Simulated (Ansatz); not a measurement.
# Te: which structure wins at one pressure

Aim: bring Te in several structures (bcc, hcp, simple hexagonal, omega, A7) to one pressure and rank them by enthalpy. The pressure is set by scaling the first phase. The runs shown use LAPW. Companion runs by PAW are cited.

Program: Ansatz 0.2.0. Level of theory: DFT, PBE, all-electron LAPW, scalar-relativistic. These are calculated values, not measurements.

## Step 1: Starting point

It takes space group Im-3m (No. 229, cubic). The conventional cell has a = 3.263 Å, b = 3.263 Å, c = 3.263 Å, α = 90.00°, β = 90.00°, γ = 90.00°. Around Te (site symmetry m-3m) lie 8 Te at 2.83 Å.

Structure file:

```xyz
1
Lattice="-1.6313 1.6313 1.6313 1.6313 -1.6313 1.6313 1.6313 1.6313 -1.6313" Properties=species:S:1:pos:R:3 pbc="T T T"
Te    0.0000    0.0000    0.0000
```

## Step 2: Bcc relaxed under pressure, LAPW

Input file input.yaml:

```yaml
crystal:
  lattice:
    - [-1.6312522945, 1.6312522945, 1.6312522945]
    - [1.6312522945, -1.6312522945, 1.6312522945]
    - [1.6312522945, 1.6312522945, -1.6312522945]
  atoms:
    - { symbol: Te, position: [0.0, 0.0, 0.0] }
kpoints:
  mp_grid: { grid: [16, 16, 16] }
scf:
  occupations: { method: fermi_dirac, width: 0.08 }
hamiltonian:
  xc: pbe
  pseudopotentials: { kind: all_electron, lapw: { basis_error: 0.0005 } }
output:
  forces: true
  stress: true
  eigenvalues: true
relax:
  f_tol: 0.005
  max_steps: 12
  cell: { p_target: 87.0, stress_tol: 0.044 }
```

Run with:

```console
ansatz run input.yaml --threads 1 --pin off --max-ram 3584MiB --backend cpu --events-out ev --progress --plain --runs-dir out
```

Further steps of the session: Hcp relaxed under pressure, LAPW; Simple hexagonal relaxed under pressure, LAPW; Omega relaxed under pressure, LAPW; A7 relaxed under pressure, LAPW.

What does the calculation give? Wanted: pressure; lowest (for each run or level that gives them).

**Answer**, as computed:

```
     quantity                        value
     pressure                       87 GPa
lowest (LAPW)  A7, 30.4 meV/atom under bcc
 lowest (PAW)  A7, 30.5 meV/atom under bcc
```

**Reading.** By LAPW the order is A7 < bcc < hcp < omega < simple hexagonal. By PAW the order is A7 < bcc < hcp < omega < simple hexagonal. Some starts changed symmetry on relaxing: A7 ended as R-3m. The methods agree on the lowest phase. Only these structures were tried, with electrons smeared by 0.08 eV and without vibrations, so the true ground state may be another. The k meshes differ between phases and weren't tested, which can move differences by some meV. Spin-orbit coupling is left out, though the cell holds Te; in elements this heavy it can shift bands and gaps by tenths of an eV.
